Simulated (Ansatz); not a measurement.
**SnS — ³³S nuclear quadrupole resonance**

Cell: a structure deposited in the COD, ions relaxed with PBE at fixed cell.

```cif
data_SnS
_symmetry_space_group_name_H-M 'Pnma'
_symmetry_Int_Tables_number 62
_cell_length_a 11.3200
_cell_length_b 4.0500
_cell_length_c 4.2420
_cell_angle_alpha 90.000
_cell_angle_beta 90.000
_cell_angle_gamma 90.000
loop_
_atom_site_label
_atom_site_type_symbol
_atom_site_symmetry_multiplicity
_atom_site_Wyckoff_symbol
_atom_site_fract_x
_atom_site_fract_y
_atom_site_fract_z
Sn Sn 4 c 0.1204 0.2500 0.1080
S S 4 c 0.8517 0.2500 0.4769
```

One atom of each set is listed.

All values are calculated (Ansatz; DFT, PBE, plane waves and PAW, scalar-relativistic, 420 eV cutoff, Γ-centred 4×11×10 k-points, Fermi–Dirac smearing 0.02 eV), not measured.

³³S: I = 3/2, Q = -69.40 mb (year-2017 value). Static lattice, zero field.

Task: Predict the zero-field ³³S lines of each site.

Result: For I = 3/2 there is one line, ν = (|C_Q|/2)(1 + η²/3)^½.

```tsv
site	atoms	V_zz (10²¹ V/m²)	C_Q (MHz)	η	line frequencies (MHz)
S	4	-2.86	4.80	0.08	2.40
```

Without spin–orbit coupling (the program notes it for Sn) the gradients can shift somewhat, as the gap is small.
